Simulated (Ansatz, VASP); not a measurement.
**Sc in VASP and in Ansatz**

```
Sc
1.0
    -1.85725    1.85725    1.83028
     1.85725   -1.85725    1.83028
     1.85725    1.85725   -1.83028
Sc
1
Direct
  0.00000 0.00000 0.00000
```

Alike in both runs: task single point; functional PBE; k mesh 20 × 20 × 20; occupations gaussian, width 0.15 eV; no spin polarisation.

|  | VASP | Ansatz |
| --- | --- | --- |
| version | VASP 6.6.1 | Ansatz 0.2.0 |
| potentials or method | VASP PAW PBE potentials, release 64 (Sc_sv) | scalar-relativistic, plane waves, PAW |
| plane-wave cutoff (eV) | 520 | 420 |
| valence electrons in the cell | 11 | 11 |

VASP gave:

- gap on the k mesh at the Fermi level (eV): none
- pressure (GPa): -0.7

Q: Which values does Ansatz return?

A: gap on the k mesh at the Fermi level (eV): none; pressure (GPa): -0.8.

A gap of «none» marks a metal or a gap that the smearing closes.
